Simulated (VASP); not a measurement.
Runs of VASP 6.6.1 on Si. The structure is cubic, space group Fd-3m (No. 227). The conventional cell has a = 5.444 Å, b = 5.444 Å, c = 5.444 Å, α = 90.00°, β = 90.00°, γ = 90.00°. Around Si (site symmetry -43m) lie 4 Si at 2.36 Å. 

```csv
level,potentials or basis,other keys,gap on the mesh (eV),pressure (GPa),relaxed volume (Å³/atom)
revPBE+D2,"VASP PAW PBE potentials, release 64 (Si)",-,0.62,0.0,(c)
LDA,"VASP PAW LDA potentials, release 64 (Si)",-,(a),0.0,19.72
rev-vdW-DF2,"VASP PAW PBE potentials, release 64 (Si)",-,0.64,0.0,20.30
revPBE+D3(BJ),"VASP PAW PBE potentials, release 64 (Si)",-,(b),0.0,19.58
revPBE,"VASP PAW PBE potentials, release 64 (Si)",ISIF = 8,0.71,0.0,20.68
```

Alike in all rows: task relaxation of cell and atoms; no spin polarisation; cell relaxed; k mesh 8 × 8 × 8; cutoff (eV) 600; smearing fermi-dirac 0.05 eV.

**Question.** Fill in the values left out.

**Answer.** (a) 0.49; (b) 0.61; (c) 19.63.

Caveats: the PAW data sets were made with another functional, which shifts forces and pressure a little (some runs).

A k mesh can miss the band edges.
